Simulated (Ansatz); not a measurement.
BeO (wurtzite)

Space group P6₃mc (No. 186); a = b = 2.6905 Å, c = 4.3699 Å, α = β = 90.00°, γ = 120.00°

```csv
atom,site,symmetry,x,y,z
Be,2b,3m.,0.6667,0.3333,0.0014
O,2b,3m.,0.3333,0.6667,0.1238
```

This relaxed cell (volume V₀) is scaled evenly in all directions, its shape held. The atoms relax within the cell's symmetry.

All values below come from r2SCAN (plane waves to 500 eV, PAW, scalar-relativistic; Ansatz, a program for electronic structure). k mesh 14×14×8 (Γ-centred), Fermi-Dirac smearing 0.05 eV. Energies are smeared free energies. BeO was relaxed with its symmetry unable to fall. ΔE is measured from the relaxed starting cell.

Task: What ΔE (meV/atom) does the calculation give at V/V₀ = 0.840, 0.872, 0.936, 0.968, 1.032, 1.096, 1.128, 1.160?

Result: 
```
V/V₀   ΔE (meV/atom)
-----  -------------
0.840          161.8
0.872           97.8
0.936           21.9
0.968            5.2
1.032            4.7
1.096           38.4
1.128           65.2
1.160           97.4
```

(A scan under strain: stresses follow from slopes of the energy per volume, elastic moduli from its curvatures.)
